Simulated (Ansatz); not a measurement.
Relaxed (001) slab cut from TiAl₃ (space group I4/mmm (No. 139)); the slab's formula is Ti3Al11, its outer planes Al (top) and Al (bottom):

```
CELL_PARAMETERS angstrom
3.82400 0.00000 0.00000
0.00000 3.82400 0.00000
0.00000 0.00000 27.84575
ATOMIC_POSITIONS crystal
Al 0.50000 0.00000 0.27458
Al 0.00000 0.50000 0.27458
Ti 0.50000 0.50000 0.34613
Al 0.00000 0.00000 0.34973
Al 0.00000 0.50000 0.42354
Al 0.50000 0.00000 0.42354
Ti 0.00000 0.00000 0.50000
Al 0.50000 0.50000 0.50000
Al 0.50000 0.00000 0.57646
Al 0.00000 0.50000 0.57646
Ti 0.50000 0.50000 0.65387
Al 0.00000 0.00000 0.65027
Al 0.00000 0.50000 0.72542
Al 0.50000 0.00000 0.72542
```

These are results of DFT r2SCAN, scalar-relativistic, plane waves, PAW (Ansatz), not measurements. Plane waves to 500 eV, a k mesh through Γ of 9×9×1 on the computed 14-atom cell and Gaussian smearing (0.10 eV); no spin polarisation. A dipole correction removes the field between periodic images along c.

The potential is the smooth part; its values at the atoms depend on the PAW datasets.

Q: How does the plane-averaged electrostatic potential energy of an electron run along c, counted from the Fermi level?

A: (z (Å), V (eV)): (2.84, 4.23), (3.09, 4.23), (3.35, 4.23), (3.61, 4.23), (3.87, 4.23), (4.13, 4.22), (4.38, 4.22), (4.64, 4.20), (4.90, 4.17), (5.16, 4.11), (5.41, 4.00), (5.67, 3.79), (5.93, 3.41), (6.19, 2.71), (6.45, 1.48), (6.70, -0.69), (6.96, -4.01), (7.22, -6.28), (7.48, -6.82), (7.73, -6.77), (7.99, -6.41), (8.25, -5.04), (8.51, -2.82), (8.77, -2.73), (9.02, -5.57), (9.28, -8.53), (9.54, -9.90), (9.80, -9.77), (10.06, -8.30), (10.31, -5.53), (10.57, -2.50), (10.83, -1.83), (11.09, -3.86), (11.34, -5.91), (11.60, -6.56), (11.86, -6.63), (12.12, -6.33), (12.38, -4.98), (12.63, -2.48), (12.89, -1.54), (13.15, -3.65), (13.41, -7.03), (13.67, -9.19), (13.92, -9.86), (14.18, -9.19), (14.44, -7.03), (14.70, -3.65), (14.95, -1.54), (15.21, -2.48), (15.47, -4.98), (15.73, -6.33), (15.99, -6.63), (16.24, -6.56), (16.50, -5.91), (16.76, -3.86), (17.02, -1.83), (17.27, -2.50), (17.53, -5.53), (17.79, -8.30), (18.05, -9.77), (18.31, -9.90), (18.56, -8.53), (18.82, -5.57), (19.08, -2.73), (19.34, -2.82), (19.60, -5.04), (19.85, -6.41), (20.11, -6.77), (20.37, -6.82), (20.63, -6.28), (20.88, -4.01), (21.14, -0.69), (21.40, 1.48), (21.66, 2.71), (21.92, 3.41), (22.17, 3.79), (22.43, 4.00), (22.69, 4.11), (22.95, 4.17), (23.20, 4.20), (23.46, 4.22), (23.72, 4.22), (23.98, 4.23), (24.24, 4.23), (24.49, 4.23), (24.75, 4.23), (25.01, 4.23)

The vacuum level lies 4.23 eV above the Fermi level.

Cost: 1 run of about 6.3 core-minutes, on Intel Xeon Platinum 8259CL (Skylake/Cascade Lake) (shared hosts).